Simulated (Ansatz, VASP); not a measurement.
## Be in VASP and in Ansatz

```
Be
1.0
    -1.29071    1.25312    1.25312
     1.25312   -1.29071    1.25312
     1.25312    1.25312   -1.29071
Be
1
Direct
  0.00000 0.00000 0.00000
```

Change from the starting cell: equal xy, yz and zx shear strains of -3 %, crystal datasets.

Alike in both runs: task electric field gradients; functional PBE; k mesh 23 × 23 × 23; occupations fermi-dirac, width 0.03 eV; no spin polarisation.

|  | VASP | Ansatz |
| --- | --- | --- |
| version | VASP 6.6.1 | Ansatz 0.2.0 |
| potentials or method | VASP PAW PBE potentials, release 64 (Be), cutoff 520 eV | all-electron PAW with datasets made for the crystal, scalar-relativistic |

```csv
,VASP,Ansatz,Ansatz less VASP
pressure (GPa),-0.1,-0.3,-0.18
largest component of the traceless stress (GPa),6.46,6.45,-0.010
Vzz of the field gradient on the site that differs most (V/Å²),-0.9,-0.9,+0.06
```

Ansatz ran all-electron here, so the differences hold the error of VASP's frozen core and of both bases.
